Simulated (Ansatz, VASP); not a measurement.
# BN (Qingsongite) in two plane-wave programs

One calculation is typed for both programs; each brings its own data sets and cutoff. How far apart do they land?

Main program and level: Ansatz 0.2.0; plane waves, with VASP 6.6.1 beside it; single point at HSE06.

## Step 1: Starting point

The structure is cubic, space group F-43m (No. 216). Conventional cell: a = 3.615 Å, b = 3.615 Å, c = 3.615 Å, α = 90.00°, β = 90.00°, γ = 90.00°. Nearest to N lie 4 B at 1.57 Å. B has 4 N at 1.57 Å nearest. Farther neighbours and most contacts between anions are not listed.

## Step 2: Ansatz: single point, HSE06

Ansatz runs on its default PAW (the set named soft_2) files.

A single point gives forces, pressure and levels at one fixed geometry, so differences don't come from the geometry; what else differs is listed under the comparison.

Contents of input.yaml:

```yaml
crystal:
  lattice:
    - [0.0, 1.8075, 1.8075]
    - [1.8075, 0.0, 1.8075]
    - [1.8075, 1.8075, 0.0]
  atoms:
    - { symbol: "N", position: [0.75, 0.75, 0.75] }
    - { symbol: B, position: [0.0, 0.0, 0.0] }
hamiltonian:
  xc: { exchange: pbe, correlation: pbe, exx: { coeff: 0.25, omega: 0.2 } }
  pseudopotentials: { kind: paw }
kpoints:
  mp_grid: { grid: [6, 6, 6] }
scf:
  occupations: { method: gaussian, width: 0.01 }
  n_extra_bands: 4
output:
  forces: true
  stress: true
  eigenvalues: true
```

Run with:

```bash
$ ansatz run input.yaml --threads 4 --pin off --max-ram 9216MiB --backend cpu --events-out ev --progress --plain --runs-dir out
```

Numbers of over 12 decimals in the logs are rounded to 6 here.

The log of the run:

```text
Warning: output.stress: scf.convergence.dr2_threshold = 1e-7 eV (the SCF's general default) is looser than the 2e-10 eV advised for a printed stress (1e-10 eV for each atom of the cell: 2). What an SCF threshold leaves in a stress goes as its square root, and in the free energy as the threshold itself, and one threshold admits the most on a small cell: [figures from the program's tests cut] Set scf.convergence.dr2_threshold to 2e-10 eV or tighter. The threshold is an SCF's pass mark: one that does not reach it within its budget of iterations ends unconverged, or closes short of it on a stop that the run arms, and scf.convergence.dr2_threshold's page says what that costs each kind of run
Warning: output.stress: scf.exx.energy_threshold = 1e-6 eV is looser than the 2e-8 eV advised for a stress under a hybrid functional (1e-8 eV for each atom of the cell: 2). Every SCF of the exchange loop can meet its threshold on dr2 while the loop round them stops early: no threshold on dr2 bounds what that leaves in the stress. Set scf.exx.energy_threshold to 2e-8 eV or tighter. The threshold is the loop's pass mark: a loop that does not reach it within its budget of cycles ends unconverged, and scf.exx.energy_threshold's page has the law
scf.n_extra_bands = 4 over 4 filled bands (N_el = 8.0): the run solves 8 bands
Engine: ansatz 0.2.0, aarch64-unknown-linux-gnu
Pseudopotentials: kind: paw
Pseudopotential: N, paw, valence charge 5, recommended cutoff 420 eV (normal), N.paw.azcp
Pseudopotential: B, paw, valence charge 3, recommended cutoff 420 eV (normal), B.paw.azcp
Functional definition: unnamed
  parameter a_1 = 0.25
  parameter omega_1 = 0.2/angstrom
  exchange = pbe_x + (-a_1)*pbe_x_sr(omega_1) + a_1*exact_x_sr(omega_1)
  correlation = pbe_c
Crystal: 2 atoms, lattice volume = 11.810 Å³
Basis set: ecut = 420 eV, 259 PW (Γ), exchange–correlation on 36×36×36 points (8 copies of the dense FFT grid, shifted against one another)
Bands: 8, of which v1, the nominal top of the filled ones, is band 4 counted from 1 (3 counted from 0)
Symmetry: 24 space group operations
Space group: F-43m (ITA 216), of the structure as read, at distance tolerance 2.3e-5 Å
k-points: 16 of 216 (time reversal used)
Non-local potential: N, projectors of the file, l = 0: 2, l = 1: 2, l = 2: 1
Non-local potential: B, projectors of the file, l = 0: 2, l = 1: 2, l = 2: 1
PAW form: soft (Blöchl's): semilocal exchange-correlation on the pseudo side does not see the compensation charge
PAW frozen core: N, regenerated for the run's functional, and the local potential with it (the file was generated under x = pbe(κ = 0.804, μ = 0.219515), c = pbe(β = 0.066725))
PAW frozen core: B, regenerated for the run's functional, and the local potential with it (the file was generated under x = pbe(κ = 0.804, μ = 0.219515), c = pbe(β = 0.066725))
PAW one-centre angular grid: N, 110 points (default); XC on 64 Gauss nodes
PAW one-centre angular grid: B, 110 points (default); XC on 64 Gauss nodes
Initial density: superposition of atomic densities (neutral atoms: chi_scale 0, normalization atom), corrected by the library's trained network
Initial wavefunctions: pseudopotential atomic-orbital guess
Functional: x = pbe(κ = 0.804, μ = 0.219515), c = pbe(β = 0.066725), warm-up for x = pbe(κ = 0.804, μ = 0.219515) + 0.25 (exact − pbe) at short range (hse, ω = 0.2 Å⁻¹), c = pbe(β = 0.066725)
SCF iter   1: F=—  HF=-542.271072 eV  |F-HF|=—  |Δ(HF+E_count)|=         —  Δρ=1.66e-3  dr2=1.77e-4  ethr=1.77e-3  ⟨swp⟩=2.0  Hψ=813  notcnv=0
preconditioner: auto → none  [insulator: Δε(μ)=4.471 eV  Ē_g=20.021 eV  σ=0.010 eV  W_gap=1.00  n_scr=0 (ndim 8)  ℏωp=30.6 eV  f_vac=0.000  D(μ)=0.00/eV (n_scr^D=0)]
SCF iter   2: F=-542.271272 eV  HF=-542.271216 eV  |F-HF|=5.62e-5  |Δ(HF+E_count)|=   1.44e-4  Δρ=8.58e-4  dr2=2.36e-5  ethr=2.21e-6  ⟨swp⟩=2.5  Hψ=269  notcnv=0  defer=3
SCF 1 stopped early in 2 iterations: F = -542.271272 eV  dr2 = 2.36e-5
  greatest PAW one-centre occupation: 0.787 electrons in one spin orbital (limit 2), on the N atom at site 0 (counted from 0), in its partial waves of l = 0
Initial density: handed on by an earlier stage of this run
Initial wavefunctions: those handed on with the density
Functional: x = pbe(κ = 0.804, μ = 0.219515) + 0.25 (exact − pbe) at short range (hse, ω = 0.2 Å⁻¹), c = pbe(β = 0.066725)
Exchange kernel: α = 0.2500, screened, ω = 0.2000 Å⁻¹, Wigner–Seitz truncation, v(0) = 1094.1202 eV·Å³, q-mesh 6×6×6, nearest image of the exchange supercell L = 15.34 Å, pair-density grid 12×12×12, without the augmentation charges, whose exchange is taken in its separable form by FFT convolution over the k-point mesh (sized by the pseudopotential files, 15×15×15 at the most), smooth part of the exact exchange by density-matrix convolution
Frozen-core exchange: fock
SCF iter   1: F=—  HF=-542.451596 eV  |F-HF|=—  |Δ(HF+E_count)|=         —  Δρ=9.39e-3  dr2=4.99e-3  ethr=2.95e-6  ⟨swp⟩=5.3  Hψ=596  notcnv=0
preconditioner: auto → none  [insulator: Δε(μ)=5.769 eV  Ē_g=22.691 eV  σ=0.010 eV  W_gap=1.00  n_scr=0 (ndim 8)  ℏωp=30.6 eV  f_vac=0.000  D(μ)=0.00/eV (n_scr^D=0)]
SCF iter   2: F=—  HF=-542.449659 eV  |F-HF|=—  |Δ(HF+E_count)|=   1.94e-3  Δρ=4.29e-3  dr2=8.82e-4  ethr=2.95e-6  ⟨swp⟩=3.2  Hψ=384  notcnv=0
SCF iter   3: F=—  HF=-542.451380 eV  |F-HF|=—  |Δ(HF+E_count)|=   1.72e-3  Δρ=1.37e-3  dr2=1.84e-4  ethr=2.95e-6  ⟨swp⟩=3.3  Hψ=345  notcnv=0
SCF iter   4: F=—  HF=-542.451325 eV  |F-HF|=—  |Δ(HF+E_count)|=   5.50e-5  Δρ=4.77e-4  dr2=2.58e-5  ethr=2.23e-6  ⟨swp⟩=3.0  Hψ=288  notcnv=0
iter 5 solved again at ethr=5.09e-9 eV; its pass at ethr=2.55e-7 eV (dr2=4.07e-7 eV) is discarded
SCF iter   5: F=-542.451318 eV  HF=-542.451318 eV  |F-HF|=1.67e-7  |Δ(HF+E_count)|=   7.21e-6  Δρ=8.38e-5  dr2=1.91e-6  ethr=5.09e-9  ⟨swp⟩=2.9  Hψ=425  notcnv=0
SCF 2 stopped early in 5 iterations: F = -542.451318 eV  dr2 = 1.91e-6
  greatest PAW one-centre occupation: 0.790 electrons in one spin orbital (limit 2), on the N atom at site 0 (counted from 0), in its partial waves of l = 0
hybrid outer 1: dexx = +2.125e-3 eV, tail = 8.90e-6 eV
Exchange kernel: α = 0.2500, screened, ω = 0.2000 Å⁻¹, Wigner–Seitz truncation, v(0) = 1094.1202 eV·Å³, q-mesh 6×6×6, nearest image of the exchange supercell L = 15.34 Å, pair-density grid 12×12×12, without the augmentation charges, whose exchange is taken in its separable form by FFT convolution over the k-point mesh (sized by the pseudopotential files, 15×15×15 at the most), smooth part of the exact exchange by density-matrix convolution
Frozen-core exchange: fock
SCF iter   1: F=—  HF=-542.451358 eV  |F-HF|=—  |Δ(HF+E_count)|=         —  Δρ=8.28e-5  dr2=6.44e-7  ethr=5.56e-7  ⟨swp⟩=3.2  Hψ=285  notcnv=0
preconditioner: auto → none  [insulator: Δε(μ)=5.813 eV  Ē_g=22.686 eV  σ=0.010 eV  W_gap=1.00  n_scr=0 (ndim 8)  ℏωp=30.6 eV  f_vac=0.000  D(μ)=0.00/eV (n_scr^D=0)]
SCF iter   2: F=—  HF=-542.451358 eV  |F-HF|=—  |Δ(HF+E_count)|=   1.54e-7  Δρ=1.38e-5  dr2=3.17e-8  ethr=7.02e-9  ⟨swp⟩=2.9  Hψ=223  notcnv=0
SCF iter   3: F=—  HF=-542.451358 eV  |F-HF|=—  |Δ(HF+E_count)|=   1.33e-7  Δρ=1.31e-5  dr2=1.86e-8  ethr=9.49e-11  ⟨swp⟩=3.2  Hψ=320  notcnv=0  defer=1
SCF iter   4: F=-542.451358 eV  HF=-542.451358 eV  |F-HF|=9.39e-11  |Δ(HF+E_count)|=   5.83e-9  Δρ=1.72e-6  dr2=2.10e-10  ethr=9.49e-11  ⟨swp⟩=3.0  Hψ=245  notcnv=0
SCF 3 converged in 4 iterations: F = -542.451358 eV  dr2 = 2.10e-10
  Residual-converged pass: ⟨swp⟩=2.8  Hψ=205  notcnv=0  max |occ|·‖R‖ = 1.9e-6 eV (tolerance 2.4e-6 eV)  dr2=2.19e-10  dr2_onsite=1.98e-11  max |Δocc| = 0.0e0
hybrid outer 2: dexx = +1.571e-7 eV, tail = 2.11e-9 eV, Δε = 1.84e-3 eV (about 3.47e-5 eV left of the loop's levels)
hybrid SCF converged: 2 outer / 9 inner (+2 warm-up), last move |dexx| = 1.57e-7 eV, tail = 2.11e-9 eV
Stability not checked: this state was not tested for a lower state beside it, because the functional holds exact exchange (a hybrid, or Hartree-Fock), whose exchange loop this test does not read (fock_operator; see scf.lower_state_search)
Free energy (F): -542.451358 eV
Frozen-core exchange: fock
Harris-Foulkes:  -542.451358 eV  (|F-HF|=9.39e-11)
Internal energy: -542.451358 eV  (E = F + TS)
E sigma→0 (E₀):  -542.451358 eV
Fermi energy:    13.210370 eV
--- Per-component energies (eV) ---
  E_band       = 13.674465
  E_kinetic    = 185.615233
  E_local      = -174.230956  (includes V_loc(G=0)·N_el)
  E_nonlocal   = 55.487873
  E_hartree    = 49.094423
  E_xc         = -75.559883
  E_vxc        = -93.075240  (∫ρ·V_xc dr)
  E_exx        = -19.677908  (= α·E_x^exact, valence–valence)
  E_paw        = -204.760871  (= ΣΔE_a)
  E_vpaw       = -18.955589  (= ΣTr[D̂ρ^β])
  E_aug_tail   = 0.000103  (compensation charges beyond the density's cutoff)
  E_ewald      = -358.384650
  E_core_change = -0.034723  (= ΣΔE_core)
  E_smearing   = -0.000000  (= −TS)
  E_closure    = 0.000000  (closes the sum)
  Σ components = -542.451358   (vs F -542.451358, Δ=0.00e0)
--- Forces (eV/Å), atoms counted from 1 ---
  atom   1  N      0.00000000     0.00000000     0.00000000
  atom   2  B     -0.00000000     0.00000000     0.00000000
  max |Σ_I F_I| component: 6.85e-16 eV/Å
--- Stress (GPa, compression-positive) ---
       -6.102784       0.000000      -0.000000
        0.000000      -6.102784       0.000000
       -0.000000       0.000000      -6.102784
  P = ⅓ Tr σ = -6.1028 GPa (-61.028 kbar)
--- Band table (eV; the first three rows and the last of 16) ---
  k-point 0: bands = ["-11.7964", "10.3043", "10.3043", "10.3043", "20.8977", "20.8977", "20.8977", "22.4388"]
  k-point 1: bands = ["-11.0746", "7.0458", "9.6421", "9.6421", "21.3819", "21.8755", "21.8755", "24.5289"]
  k-point 2: bands = ["-9.0703", "1.7369", "8.6177", "8.6177", "21.9371", "22.8324", "22.8324", "26.9844"]
  k-point 15: bands = ["-5.5559", "1.3354", "3.5857", "3.7019", "19.6268", "24.0768", "27.6235", "29.4326"]
```

Elapsed: 1.7 s, on 4 threads of Arm Neoverse V2, shared host; peak memory 0.47 GiB; 5.1 s of CPU time.

The run ends at a pressure of -6.10 GPa.

## Step 3: VASP: single point, HSE06

The same cell, functional, mesh and smearing now go to VASP, with its own data sets and cutoff.

Lines of VASP's logs that name or quote its potential files are left out, and so is its time.

The run reads the wave functions of an earlier VASP run, which isn't shown here.

Contents of INCAR:

```
SYSTEM = BN
PREC = Accurate
ENCUT = 450
EDIFF = 1E-08
NELM = 100
ISMEAR = 0
SIGMA = 0.01
LREAL = .FALSE.
ALGO = Normal
LHFCALC = .TRUE.
AEXX = 0.25
GGA = PE
HFSCREEN = 0.2
LASPH = .TRUE.
NBANDS = 10
PRECFOCK = Fast
LORBIT = 11
LWAVE = .TRUE.
LCHARG = .FALSE.
KPAR = 8
```

Contents of POSCAR:

```
BN
1.0
    0.0000000000      1.8075000000      1.8075000000
    1.8075000000      0.0000000000      1.8075000000
    1.8075000000      1.8075000000      0.0000000000
N B
1 1
Direct
    0.7500000000      0.7500000000      0.7500000000
    0.0000000000      0.0000000000      0.0000000000
```

Contents of KPOINTS:

```
Automatic mesh
0
Gamma
6 6 6
0 0 0
```

The projector-augmented-wave data sets are N_GW and B_GW (PBE family, release 64).

Run with:

```bash
$ mpirun -np 8 vasp_std
```

The log of the run:

```text
[banner, memory and clock lines left out]
running    8 mpi-ranks, on    1 nodes
 distrk:  each k-point on    1 cores,    8 groups
 distr:  one band on    1 cores,    1 groups

 POSCAR found type information on POSCAR N B
 POSCAR found :  2 types and       2 ions
|                                                                             |
|           W    W    AA    RRRRR   N    N  II  N    N   GGGG   !!!           |
|           W    W   A  A   R    R  NN   N  II  NN   N  G    G  !!!           |
|           W    W  A    A  R    R  N N  N  II  N N  N  G       !!!           |
|           W WW W  AAAAAA  RRRRR   N  N N  II  N  N N  G  GGG   !            |
|           WW  WW  A    A  R   R   N   NN  II  N   NN  G    G                |
|           W    W  A    A  R    R  N    N  II  N    N   GGGG   !!!           |
|                                                                             |
|     For optimal performance we recommend to set                             |
|       NCORE = 2 up to number-of-cores-per-socket                            |
|     NCORE specifies how many cores store one orbital (NPAR=cpu/NCORE).      |
|     This setting can greatly improve the performance of VASP for DFT.       |
|     The default, NCORE=1 might be grossly inefficient on modern             |
|     multi-core architectures or massively parallel machines. Do your        |
|     Unfortunately you need to use the default for GW and RPA                |
|     calculations (for HF NCORE is supported but not extensively tested      |
|     yet).                                                                   |
|                                                                             |

 LDA part: xc-table for (Slater+PW92), standard interpolation
 found WAVECAR, reading the header
 POSCAR, INCAR and KPOINTS ok, starting setup
 FFT: planning ... GRIDC
 FFT: planning ... GRID_SOFT
 FFT: planning ... GRID
 reading WAVECAR
 the WAVECAR file was read successfully
 initial charge from wavefunction
 entering main loop
       N       E                     dE             d eps       ncg     rms          rms(c)
DAV:   1    -0.203672747452E+02   -0.20367E+02   -0.30319E-01   446   0.699E+00    0.366E-01
DAV:   2    -0.203677724120E+02   -0.49767E-03   -0.13403E-03   386   0.363E-01    0.236E-01
DAV:   3    -0.203671067682E+02    0.66564E-03   -0.43036E-04   434   0.203E-01    0.138E-01
DAV:   4    -0.203669300203E+02    0.17675E-03   -0.14086E-04   480   0.129E-01    0.797E-02
DAV:   5    -0.203668796427E+02    0.50378E-04   -0.33368E-05   466   0.756E-02    0.452E-02
DAV:   6    -0.203668653830E+02    0.14260E-04   -0.87979E-06   460   0.413E-02    0.255E-02
DAV:   7    -0.203668612407E+02    0.41423E-05   -0.22913E-06   462   0.217E-02    0.145E-02
DAV:   8    -0.203668600620E+02    0.11787E-05   -0.61208E-07   480   0.110E-02    0.842E-03
DAV:   9    -0.203668597077E+02    0.35434E-06   -0.18047E-07   440   0.603E-03    0.491E-03
DAV:  10    -0.203668596286E+02    0.79061E-07   -0.53092E-08   400   0.342E-03    0.287E-03
DAV:  11    -0.203668596327E+02   -0.40843E-08   -0.15288E-08   262   0.195E-03
   1 F= -.20366860E+02 E0= -.20366860E+02  d E =-.185020E-69
 writing wavefunctions
```

From OUTCAR (step 3):

```text
ion  position               nearest neighbor table
   1  0.750  0.750  0.750-   2 1.57   2 1.57   2 1.57   2 1.57
   2  0.000  0.000  0.000-   1 1.57   1 1.57   1 1.57   1 1.57

  LATTYP: Found a face centered cubic cell.
 ALAT       =     3.6150000000

 Subroutine GETGRP returns: Found 24 space group operations
 (whereof 24 operations were pure point group operations)

The static configuration has the point symmetry T_d .

 Found     16 irreducible k-points:

   k-points           NKPTS =     16   k-points in BZ     NKDIM =    216   number of bands    NBANDS=     10

   dimension x,y,z NGX =    18 NGY =   18 NGZ =   18
   dimension x,y,z NGXF=    36 NGYF=   36 NGZF=   36

   ENCUT  =  450.0 eV  33.07 Ry    5.75 a.u.   4.42  4.42  4.42*2*pi/ulx,y,z

   NELECT =       8.0000    total number of electrons

 k-points in reciprocal lattice and weights: Automatic mesh
   0.00000000  0.00000000  0.00000000       0.005
   0.16666667  0.00000000  0.00000000       0.037
   0.33333333  0.00000000  0.00000000       0.037
   0.50000000  0.00000000  0.00000000       0.019
   0.16666667  0.16666667  0.00000000       0.028
   0.33333333  0.16666667  0.00000000       0.111
   0.50000000  0.16666667  0.00000000       0.111
  -0.33333333  0.16666667  0.00000000       0.111
  -0.16666667  0.16666667  0.00000000       0.056
[...]
-0.33333333  0.33333333  0.16666667       0.111
  -0.33333333  0.50000000  0.16666667       0.056

  exchange ACFDT corr.  =         0.00000000  see jH, gK, PRB 81, 115126

 average (electrostatic) potential at core
       1 -54.2229       2 -22.4905

 E-fermi :   6.7106

 k-point     1 :       0.0000    0.0000    0.0000
  band No.  band energies     occupation
      1     -15.5212      2.00000
      2       6.5877      2.00000
      3       6.5877      2.00000
      4       6.5877      2.00000
      5      17.1708      0.00000
      6      17.1708      0.00000
      7      17.1708      0.00000
      8      18.7371      0.00000
      9      33.3427      0.00000
    ...

 k-point     2 :       0.1667    0.0000    0.0000
  band No.  band energies     occupation
      1     -14.8005      2.00000
      2       3.3255      2.00000
      3       5.9218      2.00000
      4       5.9219      2.00000
      5      17.6640      0.00000
      6      18.1510      0.00000
      7      18.1510      0.00000
      8      20.8201      0.00000
      9      32.4723      0.00000
    ...

 k-point     3 :       0.3333    0.0000    0.0000
  band No.  band energies     occupation
      1     -12.7968      2.00000
      2      -1.9858      2.00000
      3       4.8987      2.00000
      4       4.8987      2.00000
      5      18.2202      0.00000
      6      19.1095      0.00000
      7      19.1095      0.00000
      8      23.2794      0.00000
      9      31.8200      0.00000
    ...

  energy-cutoff  :      450.00
  volume of cell :       11.81
      direct lattice vectors                 reciprocal lattice vectors
     0.000000000  1.807500000  1.807500000    -0.276625173  0.276625173  0.276625173
     1.807500000  0.000000000  1.807500000     0.276625173 -0.276625173  0.276625173
     1.807500000  1.807500000  0.000000000     0.276625173  0.276625173 -0.276625173

 POSITION                                       TOTAL-FORCE (eV/Angst)
 -----------------------------------------------------------------------------------
      2.71125      2.71125      2.71125        -0.000000     -0.000000     -0.000000
      0.00000      0.00000      0.00000         0.000000      0.000000      0.000000
 -----------------------------------------------------------------------------------
    total drift:                               -0.000002     -0.000001     -0.000001

  FREE ENERGIE OF THE ION-ELECTRON SYSTEM (eV)
  ---------------------------------------------------
  free  energy   TOTEN  =       -20.3668596327 eV

  energy  without entropy=      -20.3668596327  energy(sigma->0) =      -20.36685963

 total charge
# of ion       s       p       d       tot
------------------------------------------
    1        1.179   2.697   0.000   3.875
    2        0.638   1.239   0.000   1.876
--------------------------------------------------
tot          1.816   3.935   0.000   5.752

[... 3 further parts left out ...]
```

## Step 4: Comparison

Known differences besides the potentials themselves: exact exchange at q = 0 is treated differently, which shows on coarse meshes; VASP keeps PBE cores, Ansatz makes them for the functional; the cutoff is 420 eV in Ansatz and 450 eV in VASP; VASP takes a coarser grid for exact exchange (PRECFOCK = Fast). Total energies have different zeros and are not compared.

The two programs side by side:

```
              quantity  Ansatz   VASP  difference
gap on the k mesh (eV)   5.812  5.804      +0.008
```

A gap on the mesh is an upper bound, since the band edges may lie between its points.

## Step 5: Outcome

| Item | Value |
| --- | --- |
| difference in gap on the k mesh (single point, HSE06) | 0.0079 eV |

In words: The difference in gap on the k mesh is 0.0079 eV (single point, HSE06), within the 0.08 eV picked in this series as the mark of a large difference. How closely two codes agree says nothing of how well the functional describes the real material.

[Lines on the potential files, build, host, timing and source positions are cut from VASP's logs without a mark.]

[Logs are printed without paths, hosts, clocks, repeated set-up lines and the standing remarks that a program may print on its own settings, such as how far it seeks lower states.]

[Hosts, paths, dates, database ids (printed as entryN), source tags and the programs' standing remarks are cut or masked in the printed files.]
